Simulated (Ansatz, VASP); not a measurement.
Two plane-wave programs on Ta

```
Ta
1.0
    -1.64026    1.64026    1.64026
     1.64026   -1.64026    1.64026
     1.64026    1.64026   -1.64026
Ta
1
Direct
  0.00000 0.00000 0.00000
```

Alike in both runs: functional PBEsol; k mesh 18 × 18 × 18; occupations gaussian, width 0.1 eV; no spin polarisation.

Ansatz relaxed the structure, and its values are those at the end. VASP's run is a single point on that final structure, the one shown.

|  | VASP | Ansatz |
| --- | --- | --- |
| version | VASP 6.6.1 | Ansatz 0.2.0 |
| potentials or method | VASP PAW PBE potentials, release 64 (Ta_pv) | scalar-relativistic, plane waves, PAW |
| plane-wave cutoff (eV) | 520 | 420 |
| valence electrons in the cell | 11 | 13 |

VASP gave:

* gap on the k mesh at the Fermi level (eV): none
* pressure (GPa): 0.2

**Question.** Estimate Ansatz's values.

**Answer.** gap on the k mesh at the Fermi level (eV): none; pressure (GPa): 0.0.

A gap of «none» marks a metal or a gap that the smearing closes. The two sets of potentials don't hold the same shells in valence.

Caveats: the PAW data sets were made with another functional, which shifts forces and pressure a little (VASP). Spin-orbit coupling is left out, which matters for the levels of Ta.
